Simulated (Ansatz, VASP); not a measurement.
# LuNi2B2C: VASP beside Ansatz, part 2 of 2

Wanted: the spread between two codes on one cell, functional and k mesh. The structure shown comes from an earlier Ansatz run, which isn't shown and may have moved the atoms alone.

VASP 6.6.1 and Ansatz 0.2.0.

So far: Set-up; Ansatz: elastic constants, PBEsol.

## Step 3: VASP: elastic constants, PBEsol

Level of this step: PBEsol, no spin polarisation, 4f electrons in the core; plane waves and PAW (Lu_3, Ni, B, C) (VASP).

The same cell, functional, mesh and smearing now go to VASP, with its own data sets.

Lines of VASP's logs that name or quote its potential files are left out, and so is its time.

File INCAR:

```
SYSTEM = LuNi2B2C
PREC = Accurate
ENCUT = 600
EDIFF = 1E-08
NELM = 120
ISMEAR = 0
SIGMA = 0.1
LREAL = .FALSE.
ALGO = Normal
GGA = PS
NBANDS = 25
LASPH = .TRUE.
LORBIT = 11
LWAVE = .FALSE.
LCHARG = .FALSE.
ISIF = 3
IBRION = 6
NFREE = 2
POTIM = 0.015
NSW = 1
GGA_COMPAT = .FALSE.
KPAR = 2
```

File POSCAR:

```
LuNi2B2C
1.0
   -1.7156119150      1.7156119150      5.2244425661
    1.7156119150     -1.7156119150      5.2244425661
    1.7156119150      1.7156119150     -5.2244425661
Lu Ni B C
1 2 2 1
Direct
    0.0000000000      0.0000000000      0.0000000000
    0.7500000000      0.2500000000      0.5000000000
    0.2500000000      0.7500000000      0.5000000000
    0.3575973800      0.3575973800      0.0000000000
    0.6424026200      0.6424026200      0.0000000000
    0.5000000000      0.5000000000      0.0000000000
```

File KPOINTS:

```
Automatic mesh
0
Gamma
6 6 6
0 0 0
```

PAW data sets: Lu_3, Ni, B and C (PBE family, release 64).

Launch:

```console
$ mpirun -np 2 vasp_std
```

Numbers of over 12 decimals in the logs are rounded to 6 here.

Log:

```text
[banner, memory and clock lines left out]
running    2 mpi-ranks, on    1 nodes
 distrk:  each k-point on    1 cores,    2 groups
 distr:  one band on    1 cores,    1 groups

 POSCAR found type information on POSCAR LuNiB C
 POSCAR found :  4 types and       6 ions
|                                                                             |
|               ----> ADVICE to this user running VASP <----                  |
|                                                                             |
|     You enforced a specific xc type in the INCAR file but a different       |
|     [... a line on the potential file left out ...]
|     I HOPE YOU KNOW WHAT YOU ARE DOING!                                     |
|                                                                             |

 LDA part: xc-table for (Slater+PW92), standard interpolation
 POSCAR, INCAR and KPOINTS ok, starting setup
 FFT: planning ... GRIDC
 FFT: planning ... GRID_SOFT
 FFT: planning ... GRID
 WAVECAR not read
 entering main loop
       N       E                     dE             d eps       ncg     rms          rms(c)
DAV:   1     0.233987866016E+03    0.23399E+03   -0.19141E+04  2227   0.212E+03
DAV:   2    -0.300506018699E+02   -0.26404E+03   -0.25669E+03  2270   0.620E+02
DAV:   3    -0.543768797545E+02   -0.24326E+02   -0.23567E+02  2537   0.163E+02
DAV:   4    -0.556321675501E+02   -0.12553E+01   -0.12395E+01  2582   0.301E+01
DAV:   5    -0.556726183364E+02   -0.40451E-01   -0.40345E-01  2320   0.441E+00    0.412E+01
DAV:   6    -0.747523010151E+02   -0.19080E+02   -0.29427E+02  2310   0.257E+02    0.591E+01
DAV:   7    -0.459530653033E+02    0.28799E+02   -0.78930E+01  2376   0.146E+02    0.176E+01
DAV:   8    -0.443426946370E+02    0.16104E+01   -0.23364E+01  2806   0.682E+01    0.137E+01
DAV:   9    -0.443271061657E+02    0.15588E-01   -0.38084E+00  2718   0.260E+01    0.453E+00
DAV:  10    -0.442695410348E+02    0.57565E-01   -0.27007E-01  2862   0.576E+00    0.228E+00
DAV:  11    -0.442378772505E+02    0.31664E-01   -0.97612E-02  2551   0.462E+00    0.692E-01
DAV:  12    -0.442394225035E+02   -0.15453E-02   -0.14323E-02  2118   0.977E-01    0.380E-01
DAV:  13    -0.442387494178E+02    0.67309E-03   -0.27211E-03  2720   0.703E-01    0.112E-01
DAV:  14    -0.442387040630E+02    0.45355E-04   -0.20565E-04  2840   0.139E-01    0.401E-02
DAV:  15    -0.442386972509E+02    0.68121E-05   -0.51693E-05  2960   0.822E-02    0.333E-02
DAV:  16    -0.442386963074E+02    0.94355E-06   -0.10308E-05  2768   0.327E-02    0.965E-03
DAV:  17    -0.442386956999E+02    0.60749E-06   -0.35715E-06  2696   0.241E-02    0.458E-03
DAV:  18    -0.442386957821E+02   -0.82210E-07   -0.41536E-07  2672   0.863E-03    0.870E-04
DAV:  19    -0.442386958035E+02   -0.21367E-07   -0.15652E-08  1192   0.166E-03    0.423E-04
DAV:  20    -0.442386958047E+02   -0.12419E-08   -0.32551E-09  1104   0.154E-03
   1 F= -.44238696E+02 E0= -.44230059E+02  d E =-.172734E-01
[... from here on, the cycles between the ionic steps are left out ...]
   2 F= -.44225021E+02 E0= -.44216576E+02  d E =-.168898E-01
  22 F= -.44237735E+02 E0= -.44229091E+02  d E =-.172877E-01
  23 F= -.44237735E+02 E0= -.44229091E+02  d E =-.172877E-01
  24 F= -.44235699E+02 E0= -.44226772E+02  d E =-.178549E-01
  25 F= -.44235108E+02 E0= -.44226837E+02  d E =-.165415E-01
  26 F= -.44237729E+02 E0= -.44229061E+02  d E =-.173362E-01
  27 F= -.44237729E+02 E0= -.44229061E+02  d E =-.173361E-01
  28 F= -.44232877E+02 E0= -.44224230E+02  d E =-.172932E-01
 Finite differences progress:
  Degree of freedom:  14/ 14
  Displacement:        1/  2
  Total:              27/ 28
 bond charge predicted
       N       E                     dE             d eps       ncg     rms          rms(c)
DAV:   1    -0.442334422397E+02   -0.56544E-03   -0.23446E+00  1500   0.880E+00    0.397E-01
DAV:   2    -0.442346047242E+02   -0.11625E-02   -0.68813E-02  2463   0.190E+00    0.249E-01
DAV:   3    -0.442331136538E+02    0.14911E-02   -0.87988E-03  2353   0.881E-01    0.167E-01
DAV:   4    -0.442331709238E+02   -0.57270E-04   -0.53506E-03  2399   0.108E+00    0.166E-01
DAV:   5    -0.442328841710E+02    0.28675E-03   -0.12832E-03  2404   0.561E-01    0.369E-02
DAV:   6    -0.442328785533E+02    0.56177E-05   -0.11042E-04  1804   0.824E-02    0.136E-02
DAV:   7    -0.442328771198E+02    0.14335E-05   -0.16351E-05  2365   0.511E-02    0.507E-03
DAV:   8    -0.442328767708E+02    0.34900E-06   -0.22533E-06  2429   0.152E-02    0.172E-03
DAV:   9    -0.442328767946E+02   -0.23802E-07   -0.43412E-07  2444   0.704E-03    0.558E-04
DAV:  10    -0.442328767987E+02   -0.40873E-08   -0.25164E-08  1394   0.193E-03
  29 F= -.44232877E+02 E0= -.44224230E+02  d E =-.172930E-01
 Finite differences progress:
  Degree of freedom:  14/ 14
  Displacement:        2/  2
  Total:              28/ 28
```

Parts of OUTCAR (step 3):

```text
ion  position               nearest neighbor table
   1  0.000  0.000  0.000-   6 2.43   6 2.43   6 2.43   6 2.43   5 2.85   5 2.85   4 2.85   5 2.85
                             4 2.85   5 2.85   4 2.85   4 2.85   2 3.13   2 3.13   2 3.13   3 3.13
   2  0.750  0.250  0.500-   4 2.05   5 2.05   4 2.05   5 2.05   3 2.43   3 2.43   3 2.43   3 2.43
                             1 3.13   1 3.13   1 3.13   1 3.13
   3  0.250  0.750  0.500-   4 2.05   5 2.05   4 2.05   5 2.05   2 2.43   2 2.43   2 2.43   2 2.43
                             1 3.13   1 3.13   1 3.13   1 3.13
   4  0.358  0.358  0.000-   6 1.49   3 2.05   2 2.05   3 2.05   2 2.05   1 2.85   1 2.85   1 2.85
                             1 2.85
   5  0.642  0.642  0.000-   6 1.49   2 2.05   3 2.05   2 2.05   3 2.05   1 2.85   1 2.85   1 2.85
                             1 2.85
   6  0.500  0.500  0.000-   4 1.49   5 1.49   1 2.43   1 2.43   1 2.43   1 2.43

  LATTYP: Found a body centered tetragonal cell.
 ALAT       =     3.4312238300
 C/A-ratio  =     3.0452356506

 Subroutine GETGRP returns: Found 16 space group operations
 (whereof 16 operations were pure point group operations)

The static configuration has the point symmetry D_4h.

 Found     30 irreducible k-points:

   k-points           NKPTS =     30   k-points in BZ     NKDIM =     30   number of bands    NBANDS=     25

   dimension x,y,z NGX =    48 NGY =   48 NGZ =   48
   dimension x,y,z NGXF=    96 NGYF=   96 NGZF=   96

   ENCUT  =  600.0 eV  44.10 Ry    6.64 a.u.  11.50 11.50 11.50*2*pi/ulx,y,z

   NELECT =      39.0000    total number of electrons

 k-points in reciprocal lattice and weights: Automatic mesh
   0.00000000  0.00000000  0.00000000       0.005
   0.16666667  0.00000000 -0.00000000       0.037
   0.33333333  0.00000000 -0.00000000       0.037
   0.50000000  0.00000000 -0.00000000       0.019
   0.16666667  0.16666667 -0.00000000       0.037
   0.33333333  0.16666667 -0.00000000       0.074
   0.50000000  0.16666667 -0.00000000       0.074
  -0.33333333  0.16666667  0.00000000       0.074
  -0.16666667  0.16666667  0.00000000       0.019
[...]
-0.33333333 -0.33333333  0.33333333       0.009
   0.50000000  0.50000000  0.50000000       0.005

 average (electrostatic) potential at core
       1 -27.3784       2 -84.3222       3 -84.3222       4 -25.2910       5 -25.3292
       6 -47.1602

 E-fermi :   7.3721

 k-point     1 :       0.0000    0.0000    0.0000
  band No.  band energies     occupation
    ...
     18       6.6679      2.00000
     19       6.6679      2.00000
     20       6.8302      2.00000
     21       6.8824      2.00000
     22       7.2775      1.81883
     23      11.6265      0.00000
     24      11.7804      0.00000
     25      11.8968      0.00000

 k-point     2 :       0.1667    0.0000   -0.0000
  band No.  band energies     occupation
    ...
     15       5.3470      2.00000
     16       5.6187      2.00000
     17       5.9616      2.00000
     18       6.0166      2.00000
     19       6.0899      2.00000
     20       7.5777      0.00363
     21       7.6682      0.00003
     22       8.1933      0.00000
     23      11.4158      0.00000
     24      12.5079      0.00000
    ...

 k-point     3 :       0.3333    0.0000   -0.0000
  band No.  band energies     occupation
    ...
     15       5.1987      2.00000
     16       5.2257      2.00000
     17       5.3977      2.00000
     18       5.4224      2.00000
     19       5.5728      2.00000
     20       7.7389      0.00000
     21       8.9503      0.00000
     22       9.7426      0.00000
     23      10.6448      0.00000
     24      11.9760      0.00000
    ...

 Eigenvectors and eigenvalues of the dynamical matrix
 ----------------------------------------------------

   1 f  =   39.521494 THz   248.320868 2PiTHz 1318.295126 cm-1   163.447691 meV
             X         Y         Z           dx          dy          dz
      0.000000  0.000000  0.000000     0.000000    0.000000    0.004710
      0.000000  1.715612  2.612221     0.000000    0.000000   -0.003390
      1.715612  0.000000  2.612221     0.000000    0.000000   -0.003390
      0.000000  0.000000  3.736494     0.000000    0.000000   -0.423555
      0.000000  0.000000  6.712391     0.000000    0.000000   -0.423555
      0.000000  0.000000  5.224443    -0.000000   -0.000000    0.800723

   2 f  =   25.881944 THz   162.621050 2PiTHz  863.328720 cm-1   107.039071 meV
             X         Y         Z           dx          dy          dz
      0.000000  0.000000  0.000000     0.000000    0.000000    0.000000
      0.000000  1.715612  2.612221     0.000000    0.000000   -0.000000
      1.715612  0.000000  2.612221     0.000000    0.000000   -0.000000
      0.000000  0.000000  3.736494    -0.000000   -0.000000   -0.707107
      0.000000  0.000000  6.712391    -0.000000   -0.000000    0.707107
      0.000000  0.000000  5.224443    -0.000000    0.000000    0.000000

   3 f  =   14.839621 THz    93.240086 2PiTHz  494.996461 cm-1    61.371712 meV
             X         Y         Z           dx          dy          dz
      0.000000  0.000000  0.000000     0.000000    0.000000   -0.000000
      0.000000  1.715612  2.612221    -0.007340    0.236107   -0.000000
      1.715612  0.000000  2.612221     0.007340   -0.236107    0.000000
      0.000000  0.000000  3.736494    -0.020710   -0.666161   -0.000000
      0.000000  0.000000  6.712391     0.020710    0.666161    0.000000
      0.000000  0.000000  5.224443     0.000000   -0.000000    0.000000

   4 f  =   14.839621 THz    93.240086 2PiTHz  494.996461 cm-1    61.371712 meV
             X         Y         Z           dx          dy          dz
      0.000000  0.000000  0.000000    -0.000000   -0.000000   -0.000000
      0.000000  1.715612  2.612221     0.236107    0.007340   -0.000000
      1.715612  0.000000  2.612221    -0.236107   -0.007340    0.000000
      0.000000  0.000000  3.736494     0.666161   -0.020710    0.000000
      0.000000  0.000000  6.712391    -0.666161    0.020710   -0.000000
      0.000000  0.000000  5.224443     0.000000   -0.000000    0.000000

   5 f  =   14.595413 THz    91.705685 2PiTHz  486.850578 cm-1    60.361751 meV
             X         Y         Z           dx          dy          dz
      0.000000  0.000000  0.000000     0.054491   -0.005295    0.000000
      0.000000  1.715612  2.612221    -0.200154    0.019448    0.000000
      1.715612  0.000000  2.612221    -0.200154    0.019448    0.000000
      0.000000  0.000000  3.736494     0.593967   -0.057713   -0.000000
      0.000000  0.000000  6.712391     0.593967   -0.057713    0.000000
      0.000000  0.000000  5.224443    -0.449401    0.043667   -0.000000

   6 f  =   14.595413 THz    91.705685 2PiTHz  486.850578 cm-1    60.361751 meV
             X         Y         Z           dx          dy          dz
      0.000000  0.000000  0.000000    -0.005295   -0.054491   -0.000000
      0.000000  1.715612  2.612221     0.019448    0.200154   -0.000000
      1.715612  0.000000  2.612221     0.019448    0.200154   -0.000000
      0.000000  0.000000  3.736494    -0.057713   -0.593967    0.000000
      0.000000  0.000000  6.712391    -0.057713   -0.593967    0.000000
      0.000000  0.000000  5.224443     0.043667    0.449401    0.000000

   7 f  =   13.508139 THz    84.874138 2PiTHz  450.583005 cm-1    55.865148 meV
             X         Y         Z           dx          dy          dz
      0.000000  0.000000  0.000000     0.000000    0.000000    0.007153
      0.000000  1.715612  2.612221     0.000000    0.000000    0.328826
      1.715612  0.000000  2.612221     0.000000    0.000000    0.328826
      0.000000  0.000000  3.736494    -0.000000   -0.000000   -0.502175
      0.000000  0.000000  6.712391    -0.000000   -0.000000   -0.502175
      0.000000  0.000000  5.224443    -0.000000   -0.000000   -0.528523

   8 f  =   13.201367 THz    82.946637 2PiTHz  440.350213 cm-1    54.596444 meV
             X         Y         Z           dx          dy          dz
      0.000000  0.000000  0.000000    -0.198625   -0.003560    0.000000
      0.000000  1.715612  2.612221    -0.147930   -0.002651    0.000000
      1.715612  0.000000  2.612221    -0.147930   -0.002651    0.000000
      0.000000  0.000000  3.736494     0.287208    0.005147   -0.000000
      0.000000  0.000000  6.712391     0.287208    0.005147   -0.000000
      0.000000  0.000000  5.224443     0.866882    0.015536   -0.000000

   9 f  =   13.201367 THz    82.946637 2PiTHz  440.350213 cm-1    54.596444 meV
             X         Y         Z           dx          dy          dz
      0.000000  0.000000  0.000000    -0.003560    0.198625   -0.000000
      0.000000  1.715612  2.612221    -0.002651    0.147930   -0.000000
      1.715612  0.000000  2.612221    -0.002651    0.147930   -0.000000
      0.000000  0.000000  3.736494     0.005147   -0.287208    0.000000
      0.000000  0.000000  6.712391     0.005147   -0.287208    0.000000
      0.000000  0.000000  5.224443     0.015536   -0.866882    0.000000

  10 f  =    9.180106 THz    57.680309 2PiTHz  306.215385 cm-1    37.965852 meV
             X         Y         Z           dx          dy          dz
      0.000000  0.000000  0.000000     0.000000    0.000000   -0.000000
      0.000000  1.715612  2.612221     0.006475   -0.666452   -0.000000
      1.715612  0.000000  2.612221    -0.006475    0.666452    0.000000
      0.000000  0.000000  3.736494    -0.002295   -0.236210   -0.000000
      0.000000  0.000000  6.712391     0.002295    0.236210    0.000000
      0.000000  0.000000  5.224443    -0.000000    0.000000   -0.000000

  11 f  =    9.180106 THz    57.680309 2PiTHz  306.215385 cm-1    37.965852 meV
             X         Y         Z           dx          dy          dz
      0.000000  0.000000  0.000000     0.000000    0.000000    0.000000
      0.000000  1.715612  2.612221     0.666452    0.006475    0.000000
      1.715612  0.000000  2.612221    -0.666452   -0.006475   -0.000000
      0.000000  0.000000  3.736494    -0.236210    0.002295   -0.000000
      0.000000  0.000000  6.712391     0.236210   -0.002295    0.000000
      0.000000  0.000000  5.224443    -0.000000    0.000000    0.000000

  12 f  =    6.256988 THz    39.313818 2PiTHz  208.710670 cm-1    25.876813 meV
             X         Y         Z           dx          dy          dz
      0.000000  0.000000  0.000000     0.000000    0.000000    0.000000
      0.000000  1.715612  2.612221    -0.000000    0.000000   -0.707107
      1.715612  0.000000  2.612221    -0.000000    0.000000    0.707107
      0.000000  0.000000  3.736494    -0.000000    0.000000   -0.000000
      0.000000  0.000000  6.712391    -0.000000   -0.000000    0.000000
      0.000000  0.000000  5.224443    -0.000000    0.000000   -0.000000

  13 f  =    3.879997 THz    24.378739 2PiTHz  129.422765 cm-1    16.046371 meV
             X         Y         Z           dx          dy          dz
      0.000000  0.000000  0.000000    -0.000000    0.000000   -0.680815
      0.000000  1.715612  2.612221     0.000000   -0.000000    0.460081
      1.715612  0.000000  2.612221     0.000000   -0.000000    0.460081
      0.000000  0.000000  3.736494     0.000000   -0.000000    0.187739
      0.000000  0.000000  6.712391     0.000000   -0.000000    0.187739
      0.000000  0.000000  5.224443     0.000000    0.000000    0.206515
    [... 43 further lines ...]
      0.000000  0.000000  6.712391     0.047024   -0.175894    0.000000
      0.000000  0.000000  5.224443     0.049599   -0.185526    0.000000

 ELASTIC MODULI CONTR FROM IONIC RELAXATION (kBar)
 Direction    XX          YY          ZZ          XY          YZ          ZX
 --------------------------------------------------------------------------------
 XX        -255.8474     81.5393    360.8888      0.0000      0.0000      0.0000
 YY          81.5393   -255.8474    360.8888      0.0000     -0.0000     -0.0000
 ZZ         360.8888    360.8888  -1494.3734      0.0000     -0.0000     -0.0000
 XY           0.0000      0.0000      0.0000      0.0000      0.0000      0.0000
 YZ           0.0000     -0.0000     -0.0000      0.0000   -228.6621      0.0000
 ZX           0.0000     -0.0000     -0.0000      0.0000     -0.0000   -228.6624
 --------------------------------------------------------------------------------

 TOTAL ELASTIC MODULI (kBar)
 Direction    XX          YY          ZZ          XY          YZ          ZX
 --------------------------------------------------------------------------------
 XX        3031.2555   1700.3938   1558.7382      0.0000      0.0000      0.0000
 YY        1700.3938   3031.2555   1558.7382      0.0000     -0.0000     -0.0000
 ZZ        1558.7382   1558.7382   3051.6352      0.0000     -0.0000     -0.0000
 XY           0.0000      0.0000      0.0000   1551.2704      0.0000      0.0000
 YZ           0.0000     -0.0000     -0.0000      0.0000    656.5544      0.0000
 ZX           0.0000     -0.0000     -0.0000      0.0000     -0.0000    656.5545
 --------------------------------------------------------------------------------

 total charge
# of ion       s       p       d       tot
------------------------------------------
    1        0.341   6.714   1.208   8.263
    2        0.549   0.672   8.423   9.644
    3        0.549   0.672   8.423   9.644
    4        0.703   1.242   0.000   1.945
    5        0.703   1.242   0.000   1.945
    6        0.877   1.693   0.000   2.570
--------------------------------------------------
tot          3.722  12.234  18.055  34.011

[... 1 further part left out ...]
```

CONTCAR:

```
LuNi2B2C
   1.00000000000000
    -1.7156119150000000    1.7156119150000000    5.2244425660999996
     1.7156119150000000   -1.7156119150000000    5.2244425660999996
     1.7156119150000000    1.7156119150000000   -5.2244425660999996
  Lu              Ni              B               C
     1     2     2     1
Direct
     0.0000000000000000    0.0000000000000000    0.0000000000000000
     0.7500000000000000    0.2500000000000000    0.5000000000000000
     0.2500000000000000    0.7500000000000000    0.5000000000000000
     0.3575973800000014    0.3575973800000014    0.0000000000000000
     0.6424026199999986    0.6424026199999986    0.0000000000000000
     0.4985644401474206    0.4985644401474206    0.0000000000000000
```

The data set Lu_3 holds the 4f electrons frozen in the core, so no f bands or f moments appear. This run has no spin polarisation, so a moment on Ni, if there is one, isn't seen. Its electron count is odd, so without a moment it is a metal by construction. The last energy, forces, stress and levels in OUTCAR belong to the last displaced cell, not to the cell of POSCAR.

Levels, forces or a CONTCAR printed for this step are those of its last displaced cell, not of the structure at rest.

## Step 4: Side by side

Known differences besides the potentials themselves: the data sets hold 71 valence electrons in Ansatz (on its default PAW (the set named soft_2) files) and 39 in VASP; the cutoff is 420 eV in Ansatz and 600 eV in VASP; Ansatz makes its cores anew for this functional, VASP keeps those of its PBE data sets; VASP takes each elastic constant from one size of strain, Ansatz from those that its log lists. Total energies have different zeros and are not compared.

The two programs side by side:

| quantity | Ansatz | VASP | difference |
| --- | --- | --- | --- |
| C11 (GPa) | 299.3 | 303.1 | -1.27 % |
| C22 (GPa) | 299.3 | 303.1 | -1.27 % |
| C33 (GPa) | 313.9 | 305.2 | +2.88 % |
| C12 (GPa) | 170.3 | 170.0 | +0.17 % |
| C13 (GPa) | 154.0 | 155.9 | -1.18 % |
| C23 (GPa) | 154.0 | 155.9 | -1.18 % |
| C44 (GPa) | 65.9 | 65.7 | +0.37 % |
| C55 (GPa) | 65.9 | 65.7 | +0.37 % |
| C66 (GPa) | 153.5 | 155.1 | -1.08 % |

## Step 5: What came out

| Item | Value |
| --- | --- |
| difference in C33 (elastic constants, PBEsol) | 2.9 % |

**Reading.** The difference in C33 is 2.9 % (elastic constants, PBEsol), within the 5 % picked in this series as the mark of a large difference. The data sets hold unlike numbers of valence electrons (71 in Ansatz and 39 in VASP), so part of the differences comes from the potentials. How closely two codes agree says nothing of how well the functional describes the real material.

[Lines on the potential files, build, host, timing and source positions are cut from VASP's logs without a mark.]

[Logs are printed without paths, hosts, clocks, repeated set-up lines and the standing remarks that a program may print on its own settings, such as how far it seeks lower states.]

[Hosts, paths, dates, database ids (printed as entryN), source tags and the programs' standing remarks are cut or masked in the printed files.]
